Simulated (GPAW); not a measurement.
A run of GPAW 26.7.0 is set up as follows.

Contents of run.py:

```python
from ase import Atoms
from ase.dft.bandgap import bandgap
from ase.io import write
from ase.units import GPa
from gpaw import GPAW, PW

atoms = Atoms(['Mn', 'S'],
              cell=[[0.0, 2.6045, 2.6045],
                    [2.6045, 0.0, 2.6045],
                    [2.6045, 2.6045, 0.0]],
              scaled_positions=[[0.0, 0.0, 0.0],
                                [0.5, 0.5, 0.5]],
              pbc=True)
atoms.set_initial_magnetic_moments([4.0, 0.0])

calc = GPAW(mode=PW(500),
            xc='PBE',
            kpts={'size': (7, 7, 7), 'gamma': True},
            occupations={'name': 'fermi-dirac', 'width': 0.05},
            nbands=21,
            convergence={'density': 1e-05, 'energy': 1e-05},
            maxiter=75,
            txt='gpaw.txt')
atoms.calc = calc
energy = atoms.get_potential_energy()
forces = atoms.get_forces()
stress = atoms.get_stress()
calc.write('gs.gpw')
write('result.traj', atoms)
print(f'Energy: {energy:.6f} eV')
print('Forces (eV/A):')
print(forces.round(4))
print('Stress (GPa):', (stress / GPa).round(3))
print('Moments:', calc.get_magnetic_moments().round(3))
print('Fermi level:', round(calc.get_fermi_level(), 4), 'eV')
print(f'Gap: {bandgap(calc)[0]:.4f} eV, direct: {bandgap(calc, direct=True)[0]:.4f} eV')
```

Potentials or basis: GPAW PAW data sets (gpaw-data 1.2.1), pw.

Run with:

```bash
$ OMP_NUM_THREADS=1 python run.py
```

**Question.** What does it give for the pressure?

**Answer.** -3.3 GPa.

**Question.** Predict the site moments.

**Answer.** Mn +4.14; S +0.10 μB.

Caveat: the cutoff is short for stress and forces, so pressures can be off by a GPa or more; a cell with one magnetic atom can't hold antiferromagnetic order, which such compounds often take; semilocal functionals often make such compounds metallic where correlation or magnetic order opens a gap, which also shifts bond lengths.
